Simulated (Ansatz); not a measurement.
Si (Fd-3m): volume and gaps against pressure

```xyz
2
Lattice="2.7168 2.7168 0.0000 -2.7168 2.7168 0.0000 0.0000 2.7168 2.7168" Properties=species:S:1:pos:R:3 pbc="T T T"
Si   -1.3584    4.0752    1.3584
Si    0.0000    0.0000    0.0000
```

This is the zero-pressure cell under PBEsol. Cell and atoms are relaxed by PAW (default files of Ansatz 0.2.0, cutoff 420 eV, stress met within about 0.05 GPa) at each pressure, in this structure whether or not another phase would take over; P is the pressure reached, less that of this cell. Levels come from PBEsol, all-electron LAPW in Ansatz 0.2.0, scalar-relativistic; k mesh 8×8×8, fixed occupations, basis error target 0.5 meV/atom. Conduction levels are in eV over the valence top (at Γ), at fixed fractional wave vectors («min» is a refined band extremum of the unstrained crystal off the named points). Zone-centre phonons come from finite displacements by PAW.

| P (GPa) | V/V₀ | min | X | L | Γ | T2g (cm⁻¹) |
| --- | --- | --- | --- | --- | --- | --- |
| -1.98 | 1.0224 | 0.504 | 0.642 | 1.381 | 2.511 | 497.9 |
| 0.00 | 1.0000 | 0.466 | 0.600 | 1.459 | 2.521 | 509.0 |
| 2.01 | 0.9798 | 0.429 | 0.560 | 1.531 | 2.529 | 519.3 |
| 4.03 | ? | ? | ? | ? | ? | ? |
| 6.98 | 0.9373 | 0.344 | 0.467 | 1.688 | 2.545 | 542.7 |
| 9.97 | 0.9156 | 0.297 | 0.415 | 1.772 | 2.552 | 555.4 |
| 15.00 | 0.8839 | 0.222 | 0.332 | 1.898 | 2.562 | 575.1 |

Question: Fit the third-order Birch-Murnaghan equation to the rows shown.

Answer: With f = [(V₀/V)^(2/3) − 1]/2, the normalised pressure F = P/[3f(1 + 2f)^(5/2)] is 93.3 GPa at f = -0.0073, 94.6 GPa at f = 0.0068, 94.7 GPa at f = 0.0221, 94.8 GPa at f = 0.0303, 94.9 GPa at f = 0.0429. The line F = B₀[1 + (3/2)(B′ − 4)f] gives B₀ = 93.9 GPa and B′ = 4.2.

Question: What are the volume deformation potentials and pressure coefficients of these levels at zero pressure?

Answer: 

```csv
level,dE/dlnV (eV),dE/dP = −(dE/dlnV)/B₀ (meV/GPa),mean slope up to 2.0 GPa (meV/GPa)
min,1.78,-18.9,-18.4
X,1.94,-20.6,-20.0
L,-3.53,37.6,35.9
Γ,-0.41,4.4,4.0
```

dE/dlnV is the slope of a cubic fit in ln V at V₀. The last column is read from two rows and shows how the slope bends with pressure.

Question: What mode Grüneisen parameters follow?

Answer: γ = −d ln ω/d ln V at V₀ from a quadratic fit in ln V: T2g 0.99.

Question: Fill the row at 4.03 GPa.

Answer: The fits give V/V₀ = 0.9613 and min = 0.393 eV. Computed: V/V₀ = 0.9614, min = 0.393, X = 0.521, L = 1.598, Γ = 2.536, T2g (cm⁻¹) = 529.2.

Caveats: no other phase was computed; many crystals of this kind change structure within this range, and rows or crossings beyond such a change describe a metastable lattice; the frozen-core PAW files of the relaxations were fitted under PBE, their cores solved anew for this functional; semilocal gaps are low, and the spacing of valleys can be off by tenths of an eV; levels are read at fixed fractional k, so an edge that moves off these points is missed.
